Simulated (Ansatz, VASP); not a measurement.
## Cross-check of Si24HO47 (H_O) between VASP and Ansatz

Wanted: the spread between two codes on one cell, functional and k mesh. Of the first pair: The structure shown is the start of the Ansatz relaxation below; VASP solves that cell, so the two are compared at the walk's first step.

Calculated with Ansatz 0.2.0; plane waves, with VASP 6.6.1 beside it; single point at r2SCAN.

**1. Starting point**

The cell holds 72 atoms: 24 Si, 47 O and 1 H. Cell: a = 9.842 Å, b = 9.842 Å, c = 10.833 Å, α = 90.0°, β = 90.0°, γ = 120.0°. It derives from SiO2 (SiO2 (P3_121)). Nearest the centre at fractional (0.293, 0.428, 0.559): H72 at 0.05 Å, Si12 at 1.58 Å, Si4 at 1.58 Å, O45 at 2.60 Å, O25 at 2.62 Å, O30 at 2.63 Å, O32 at 2.66 Å, O33 at 2.66 Å.

**2. Ansatz: relaxation, r2SCAN**

Ansatz runs on its PAW soft_1 files.

The two programs are compared at the cell with which this relaxation starts, whose forces are those of its first step.

input.yaml reads:

```yaml
crystal:
  lattice:
    - [9.84220413, 0.0, 0.0]
    - [-4.92110207, 8.52359881, 0.0]
    - [0.0, 0.0, 10.83306953]
  atoms:
    - { symbol: Si, position: [0.26551436, 0.26551436, 0.0] }
    - { symbol: Si, position: [0.0, 0.23448564, 0.33333333] }
    - { symbol: Si, position: [0.23448564, 0.0, 0.16666667] }
    - { symbol: O, position: [0.13451903, 0.2066065, 0.39229212] }
    - { symbol: O, position: [0.2933935, 0.42791253, 0.05895878] }
    - { symbol: O, position: [0.07208747, 0.36548097, 0.22562545] }
    - { symbol: O, position: [0.2066065, 0.13451903, 0.10770788] }
    - { symbol: O, position: [0.36548097, 0.07208747, 0.27437455] }
    - { symbol: O, position: [0.42791253, 0.2933935, 0.44104122] }
    - { symbol: Si, position: [0.26551436, 0.26551436, 0.5] }
    - { symbol: Si, position: [0.0, 0.23448564, 0.83333333] }
    - { symbol: Si, position: [0.23448564, 0.0, 0.66666667] }
    - { symbol: O, position: [0.13451903, 0.2066065, 0.89229212] }
    - { symbol: H, position: [0.2933935, 0.42791253, 0.55895878] }
    - { symbol: O, position: [0.07208747, 0.36548097, 0.72562545] }
    - { symbol: O, position: [0.2066065, 0.13451903, 0.60770788] }
    - { symbol: O, position: [0.36548097, 0.07208747, 0.77437455] }
    - { symbol: O, position: [0.42791253, 0.2933935, 0.94104122] }
    - { symbol: Si, position: [0.26551436, 0.76551436, 0.0] }
    - { symbol: Si, position: [0.0, 0.73448564, 0.33333333] }
    - { symbol: Si, position: [0.23448564, 0.5, 0.16666667] }
    - { symbol: O, position: [0.13451903, 0.7066065, 0.39229212] }
    - { symbol: O, position: [0.2933935, 0.92791253, 0.05895878] }
    - { symbol: O, position: [0.07208747, 0.86548097, 0.22562545] }
    - { symbol: O, position: [0.2066065, 0.63451903, 0.10770788] }
    - { symbol: O, position: [0.36548097, 0.57208747, 0.27437455] }
    - { symbol: O, position: [0.42791253, 0.7933935, 0.44104122] }
    - { symbol: Si, position: [0.26551436, 0.76551436, 0.5] }
    - { symbol: Si, position: [0.0, 0.73448564, 0.83333333] }
    - { symbol: Si, position: [0.23448564, 0.5, 0.66666667] }
    - { symbol: O, position: [0.13451903, 0.7066065, 0.89229212] }
    - { symbol: O, position: [0.2933935, 0.92791253, 0.55895878] }
    - { symbol: O, position: [0.07208747, 0.86548097, 0.72562545] }
    - { symbol: O, position: [0.2066065, 0.63451903, 0.60770788] }
    - { symbol: O, position: [0.36548097, 0.57208747, 0.77437455] }
    - { symbol: O, position: [0.42791253, 0.7933935, 0.94104122] }
    - { symbol: Si, position: [0.76551436, 0.26551436, 0.0] }
    - { symbol: Si, position: [0.5, 0.23448564, 0.33333333] }
    - { symbol: Si, position: [0.73448564, 0.0, 0.16666667] }
    - { symbol: O, position: [0.63451903, 0.2066065, 0.39229212] }
    - { symbol: O, position: [0.7933935, 0.42791253, 0.05895878] }
    - { symbol: O, position: [0.57208747, 0.36548097, 0.22562545] }
    - { symbol: O, position: [0.7066065, 0.13451903, 0.10770788] }
    - { symbol: O, position: [0.86548097, 0.07208747, 0.27437455] }
    - { symbol: O, position: [0.92791253, 0.2933935, 0.44104122] }
    - { symbol: Si, position: [0.76551436, 0.26551436, 0.5] }
    - { symbol: Si, position: [0.5, 0.23448564, 0.83333333] }
    - { symbol: Si, position: [0.73448564, 0.0, 0.66666667] }
    - { symbol: O, position: [0.63451903, 0.2066065, 0.89229212] }
    - { symbol: O, position: [0.7933935, 0.42791253, 0.55895878] }
    - { symbol: O, position: [0.57208747, 0.36548097, 0.72562545] }
    - { symbol: O, position: [0.7066065, 0.13451903, 0.60770788] }
    - { symbol: O, position: [0.86548097, 0.07208747, 0.77437455] }
    - { symbol: O, position: [0.92791253, 0.2933935, 0.94104122] }
    - { symbol: Si, position: [0.76551436, 0.76551436, 0.0] }
    - { symbol: Si, position: [0.5, 0.73448564, 0.33333333] }
    - { symbol: Si, position: [0.73448564, 0.5, 0.16666667] }
    - { symbol: O, position: [0.63451903, 0.7066065, 0.39229212] }
    - { symbol: O, position: [0.7933935, 0.92791253, 0.05895878] }
    - { symbol: O, position: [0.57208747, 0.86548097, 0.22562545] }
    - { symbol: O, position: [0.7066065, 0.63451903, 0.10770788] }
    - { symbol: O, position: [0.86548097, 0.57208747, 0.27437455] }
    - { symbol: O, position: [0.92791253, 0.7933935, 0.44104122] }
    - { symbol: Si, position: [0.76551436, 0.76551436, 0.5] }
    - { symbol: Si, position: [0.5, 0.73448564, 0.83333333] }
    - { symbol: Si, position: [0.73448564, 0.5, 0.66666667] }
    - { symbol: O, position: [0.63451903, 0.7066065, 0.89229212] }
    - { symbol: O, position: [0.7933935, 0.92791253, 0.55895878] }
    - { symbol: O, position: [0.57208747, 0.86548097, 0.72562545] }
    - { symbol: O, position: [0.7066065, 0.63451903, 0.60770788] }
    - { symbol: O, position: [0.86548097, 0.57208747, 0.77437455] }
    - { symbol: O, position: [0.92791253, 0.7933935, 0.94104122] }
  host:
    repeats: [2, 2, 2]
    atoms:
      - { symbol: Si, position: [0.53102872, 0.53102872, 0.0] }
      - { symbol: Si, position: [0.0, 0.46897128, 0.66666667] }
      # ... 7 more atoms of the perfect host
basis:
  ecutwfc: 500
  xc_grid: 2
hamiltonian:
  xc: r2scan
  pseudopotentials: { kind: paw, azcp: { folder: soft_1 } }
kpoints:
  mp_grid: { grid: [1, 1, 1], shift: [0.25, 0.25, 0.25] }
magnetization:
  spin_polarized: true
  initial_magnetization: 1
  spin_locking: { lock_magnetization: hard }
scf:
  occupations: { method: fixed }
  max_iter: 60
output:
  forces: true
  charged_corrections:
    epsilon: [2.49, 2.49, 2.52]
    static_epsilon: [4.64, 4.64, 4.86]
    defect_position: [0.293394, 0.427913, 0.558959]
relax:
  f_tol: 0.02
  max_steps: 80
  random_displacement: { amplitude: 0.05, seed: 5508 }
checkpoint:
  write: "../q0_M1.relax.run"
  compress: false
  write_wavefunctions: true
  write_every: 100000
```

Launch:

```bash
$ ansatz run input.yaml --threads 8 --pin off --max-ram 22609MiB --backend cpu --events-out ev --progress --plain --runs-dir out
```

Numbers of over 12 decimals in the logs are rounded to 6 here.

The log of the run:

```text
Warning: This run holds its total moment fixed (magnetization.spin_locking.lock_magnetization: hard) and mixes its density by anderson or broyden (scf.mixing.algorithm, typed or taken by auto). Slabs with a fixed moment have converged under broyden above another state at the same moment, at the default mixing steps and at smaller ones, and under scf.lower_state_search: standard, light or off a state that such a mixer [...]
Engine: ansatz 0.2.0, aarch64-unknown-linux-gnu
Pseudopotentials: kind: paw
Pseudopotential: Si, paw, valence charge 4, recommended cutoff 500 eV (meta_gga), soft_1/Si.paw.azcp
Pseudopotential: O, paw, valence charge 6, recommended cutoff 500 eV (meta_gga), soft_1/O.paw.azcp
Pseudopotential: H, paw, valence charge 1, recommended cutoff 500 eV (meta_gga), soft_1/H.paw.azcp
Functional definition: r2SCAN
  parameter k0 = 0.174
  parameter k1 = 0.065
  parameter a1 = 4.9479
  exchange = r2scan_x(k0 = k0, k1 = k1, a1 = a1)
  correlation = r2scan_c
Crystal: 72 atoms, lattice volume = 908.797 Å³
Basis set: ecut = 500 eV, 23025 PW (Γ), exchange–correlation on 144×144×160 points (8 copies of the dense FFT grid, shifted against one another)
Bands: 262, of which v1, the nominal top of the filled ones, is band 190 counted from 1 (189 counted from 0)
Symmetry: 1 space group operations
k-points: 1
Non-local potential: Si, projectors of the file, l = 0: 2, l = 1: 2, l = 2: 1
Non-local potential: O, projectors of the file, l = 0: 2, l = 1: 2, l = 2: 1
Non-local potential: H, projectors of the file, l = 0: 2, l = 1: 1
PAW form: soft (Blöchl's): semilocal exchange-correlation on the pseudo side does not see the compensation charge
PAW frozen core: Si, regenerated for the run's functional (the file was generated under x = pbe(κ = 0.804, μ = 0.219515), c = pbe(β = 0.066725))
PAW frozen core: O, regenerated for the run's functional (the file was generated under x = pbe(κ = 0.804, μ = 0.219515), c = pbe(β = 0.066725))
PAW one-centre angular grid: Si, 302 points (default); XC on 160 Gauss nodes
PAW one-centre angular grid: O, 302 points (default); XC on 160 Gauss nodes
PAW one-centre angular grid: H, 302 points (default); XC on 160 Gauss nodes
Initial density: superposition of atomic densities (chi_scale 0.1, normalization cell, long waves kept (reshape's long-wave potential 0.27 eV rms))
Starting moments: Σ|m| = 1 μB on 72 of 72 sites
Initial wavefunctions: pseudopotential atomic-orbital guess
Functional: x = r2scan, c = r2scan; τ floored in thin density (d = 2e-4 eV/Å³)
SCF iter   1: F=—  HF=-42190.177902 eV  |F-HF|=—  |Δ(HF+E_count)|=         —  Δρ=6.51e-2 (↑6.43e-2 ↓6.51e-2)  dr2=1.39e2  dr2_τ=4.01e0  dr2_m=1.59e-1  M=1.000 μB ∫|m|=1.044 μB  β_m=1.20  ethr=3.10e-3  ⟨swp⟩=6.0  Hψ=1730  notcnv=0  defer=138
preconditioner: auto → Resta (q_TF=auto, 2.358 Å⁻¹)  ε∞=2.9  [insulator: Δε(μ)=2.488 eV  Ē_g=15.173 eV  n_scr=212 (ndim 8)  ℏωp=20.8 eV  f_vac=0.003  ε∞_Penn≈2.9]
spin=Collinear: Resta preconditioning applied to the charge; magnetization (m = ρ↑ − ρ↓) channel mixes plain (no charge-response kernel on spin).
SCF iter   2: F=—  HF=-42163.716577 eV  |F-HF|=—  |Δ(HF+E_count)|=    2.65e1  Δρ=3.24e-2 (↑3.24e-2 ↓3.23e-2)  dr2=3.64e1  dr2_τ=4.08e-1  dr2_m=3.72e-3  M=1.000 μB ∫|m|=1.120 μB  β_m=1.20  ethr=3.10e-3  ⟨swp⟩=3.5  Hψ=938  notcnv=0  defer=140  κ⁻¹=1.0e0(r=1)
SCF iter   3: F=—  HF=-42160.927592 eV  |F-HF|=—  |Δ(HF+E_count)|=    2.79e0  Δρ=1.63e-2 (↑1.63e-2 ↓1.63e-2)  dr2=5.09e0  dr2_τ=8.58e-2  dr2_m=2.87e-3  M=1.000 μB ∫|m|=1.127 μB  β_m=1.20  ethr=3.10e-3  ⟨swp⟩=3.0  Hψ=844  notcnv=0  defer=140  κ⁻¹=5.1e-2(r=2)
SCF iter   4: F=—  HF=-42161.479584 eV  |F-HF|=—  |Δ(HF+E_count)|=   5.52e-1  Δρ=9.98e-3 (↑9.95e-3 ↓9.98e-3)  dr2=1.63e0  dr2_τ=3.64e-2  dr2_m=1.07e-3  M=1.000 μB ∫|m|=1.113 μB  β_m=1.20  ethr=1.34e-3  ⟨swp⟩=2.5  Hψ=476  notcnv=0  defer=141  κ⁻¹=8.0e-3(r=3)
SCF iter   5: F=—  HF=-42161.734962 eV  |F-HF|=—  |Δ(HF+E_count)|=   2.55e-1  Δρ=1.31e-3 (↑1.31e-3 ↓1.30e-3)  dr2=4.50e-2  dr2_τ=1.04e-3  dr2_m=9.34e-4  M=1.000 μB ∫|m|=1.111 μB  β_m=1.20  ethr=4.29e-4  ⟨swp⟩=3.5  Hψ=758  notcnv=0  defer=141  κ⁻¹=2.9e-4(r=4)
SCF iter   6: F=—  HF=-42161.753461 eV  |F-HF|=—  |Δ(HF+E_count)|=   1.85e-2  Δρ=9.30e-4 (↑9.01e-4 ↓9.30e-4)  dr2=2.03e-2  dr2_τ=4.80e-4  dr2_m=1.64e-4  M=1.000 μB ∫|m|=1.098 μB  β_m=1.20  ethr=1.19e-5  ⟨swp⟩=3.0  Hψ=714  notcnv=0  defer=141  κ⁻¹=9.9e-5(r=5)
[...]
k-point 0 ↓: bands = [... 186 lower, 1.8429, 1.8811, 1.8975, 7.9840, 9.4023, 9.9354, 10.1512, 10.3697, ... 68 higher]
--- Relaxed structure (18 steps of the walk, 16 accepted, 0 SCFs on fresh bases) ---
  F+E_penalty+E_count = -42165.25283718 eV   max|allowed force component| = 1.274e-2 eV/Å
  atoms:
    - { symbol: Si, position: [0.269226, 0.270280, -7.478291197493603e-5] }
    - { symbol: Si, position: [0.00389812, 0.230455, 0.331986] }
    - { symbol: Si, position: [0.235690, 0.00160106, 0.164258] }
    - { symbol: O, position: [0.140261, 0.199241, 0.383283] }
    - { symbol: O, position: [0.296495, 0.432140, 0.059904] }
    - { symbol: O, position: [0.070834, 0.362417, 0.224590] }
    - { symbol: O, position: [0.211931, 0.140528, 0.108967] }
    - { symbol: O, position: [0.375951, 0.064688, 0.264471] }
    - { symbol: O, position: [0.433076, 0.267418, 0.440495] }
    - { symbol: Si, position: [0.274764, 0.259331, 0.489551] }
    - { symbol: Si, position: [-0.00118538, 0.235016, 0.836905] }
    - { symbol: Si, position: [0.233353, 0.00594421, 0.666903] }
    - { symbol: O, position: [0.138690, 0.211999, 0.891497] }
    - { symbol: H, position: [0.315252, 0.417937, 0.529517] }
    - { symbol: O, position: [0.060292, 0.373547, 0.735118] }
    - { symbol: O, position: [0.207779, 0.142905, 0.608412] }
    - { symbol: O, position: [0.363315, 0.073383, 0.775500] }
    - { symbol: O, position: [0.431491, 0.297796, 0.940508] }
    - { symbol: Si, position: [0.262010, 0.764817, -0.00141586] }
    - { symbol: Si, position: [0.000351138, 0.737418, 0.332753] }
    - { symbol: Si, position: [0.232299, 0.500457, 0.166720] }
    - { symbol: O, position: [0.134024, 0.709661, 0.393584] }
    - { symbol: O, position: [0.282703, 0.926108, 0.052182] }
    - { symbol: O, position: [0.074371, 0.871903, 0.227894] }
    - { symbol: O, position: [0.203091, 0.633944, 0.106787] }
    - { symbol: O, position: [0.359467, 0.572939, 0.277175] }
    - { symbol: O, position: [0.421306, 0.787429, 0.449359] }
    - { symbol: Si, position: [0.260986, 0.770965, 0.504401] }
    - { symbol: Si, position: [-0.000424378, 0.735254, 0.831029] }
    - { symbol: Si, position: [0.222512, 0.512084, 0.675266] }
    - { symbol: O, position: [0.133234, 0.704733, 0.889066] }
    - { symbol: O, position: [0.292746, 0.938239, 0.555596] }
    - { symbol: O, position: [0.071305, 0.869932, 0.725671] }
    - { symbol: O, position: [0.194073, 0.650706, 0.620270] }
    - { symbol: O, position: [0.354667, 0.578146, 0.784446] }
    - { symbol: O, position: [0.430509, 0.801189, 0.946392] }
    - { symbol: Si, position: [0.762041, 0.260589, 0.00321378] }
    - { symbol: Si, position: [0.510069, 0.223483, 0.327670] }
    - { symbol: Si, position: [0.730261, -0.00286228, 0.169844] }
    - { symbol: O, position: [0.649776, 0.201471, 0.383853] }
[...]
- { symbol: Si, position: [0.773028, 0.262676, 0.497977] }
    - { symbol: Si, position: [0.500934, 0.234375, 0.833800] }
    - { symbol: Si, position: [0.735256, -0.00087782, 0.668655] }
[...]
- { symbol: Si, position: [0.762722, 0.763113, 0.000448855] }
    - { symbol: Si, position: [0.494137, 0.733593, 0.338143] }
    - { symbol: Si, position: [0.736363, 0.499110, 0.165915] }
[...]
- { symbol: O, position: [0.869426, 0.574994, 0.271643] }
    - { symbol: O, position: [0.924029, 0.792680, 0.439459] }
    - { symbol: Si, position: [0.761751, 0.761865, 0.500238] }
    - { symbol: Si, position: [0.498213, 0.738598, 0.837971] }
    - { symbol: Si, position: [0.736283, 0.496111, 0.663270] }
    - { symbol: O, position: [0.630859, 0.705542, 0.893553] }
    - { symbol: O, position: [0.790880, 0.922925, 0.562045] }
    - { symbol: O, position: [0.572124, 0.867637, 0.728968] }
    - { symbol: O, position: [0.703231, 0.627298, 0.604659] }
    - { symbol: O, position: [0.867728, 0.573039, 0.769954] }
    - { symbol: O, position: [0.924288, 0.790340, 0.939658] }
```

Reading the cycles: dr2 is the Hartree energy of the density residual (eV), the measure of convergence; HF is the Harris–Foulkes estimate of the energy, which meets the free energy F at convergence.

(Continued in part 2 of 3.)

[Lines on the potential files, build, host, timing and source positions are cut from VASP's logs without a mark.]

[Logs are printed without paths, hosts, clocks, repeated set-up lines and the standing remarks that a program may print on its own settings, such as how far it seeks lower states.]

[Hosts, paths, dates, database ids (printed as entryN), source tags and the programs' standing remarks are cut or masked in the printed files.]
